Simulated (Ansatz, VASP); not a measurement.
# Two plane-wave programs on Ta

INCAR

```
  PREC = Accurate
  ENCUT = 520
  EDIFF = 1E-7
  ISMEAR = -1
  SIGMA = 0.05
  LREAL = False
  LASPH = True
  NELM = 80
  ALGO = Fast
  ISIF = 2
  LWAVE = False
  LCHARG = False
  GGA = PE
  NBANDS = 18
```

KPOINTS

```
regular mesh
0
Gamma
  11 11 5
```

Contents of POSCAR:

```
Ta
1.0
    2.9003720726      0.0000000000      0.0000000000
   -1.4501860363      2.5117958953      0.0000000000
    0.0000000000      0.0000000000      5.1662740000
Ta
2
Direct
    0.3303170000      0.6724740000      0.2428560000
    0.6626000000      0.3249700000      0.7592610000
```

File input.yaml:

```yaml
crystal:
  lattice:
    - [2.9003720726, 0.0, 0.0]
    - [-1.4501860363, 2.5117958953, 0.0]
    - [0.0, 0.0, 5.166274]
  atoms:
    - { symbol: Ta, position: [0.330317, 0.672474, 0.242856] }
    - { symbol: Ta, position: [0.6626, 0.32497, 0.759261] }
hamiltonian:
  xc: pbe
  pseudopotentials: { kind: paw }
kpoints:
  mp_grid: { grid: [11, 11, 5] }
scf:
  occupations: { method: fermi_dirac, width: 0.05 }
output:
  forces: true
  stress: true
  eigenvalues: true
  write_density: true
  write_potential: true
  elf: true
  volumetric_format: npy
```

Change from the starting cell: atoms moved at random, drawn with an rms of 0.05 Å.

Alike in both runs: task single point; functional PBE; k mesh 11 × 11 × 5; occupations fermi-dirac, width 0.05 eV; no spin polarisation.

|  | VASP | Ansatz |
| --- | --- | --- |
| version | VASP 6.6.1 | Ansatz 0.2.0 |
| potentials or method | VASP PAW PBE potentials, release 64 (Ta_pv) | Ansatz PAW |
| plane-wave cutoff (eV) | 520 | 420 |
| valence electrons in the cell | 22 | 26 |

|  | VASP | Ansatz | Ansatz less VASP |
| --- | --- | --- | --- |
| gap on the k mesh at the Fermi level (eV) | none | none | - |
| pressure (GPa) | -0.3 | -0.4 | -0.06 |
| largest component of the traceless stress (GPa) | 1.21 | 1.21 | -0.001 |
| rms of the force components (eV/Å) | 0.547 | 0.548 | +0.0012 |

Atom by atom the forces differ by 0.001 eV/Å (rms over components). A gap of «none» marks a metal or a gap that the smearing closes. The functional is the same, so the differences come from potentials, cutoffs and numerics. The two sets of potentials don't hold the same shells in valence.

Spin-orbit coupling is left out, which matters for the levels of Ta.
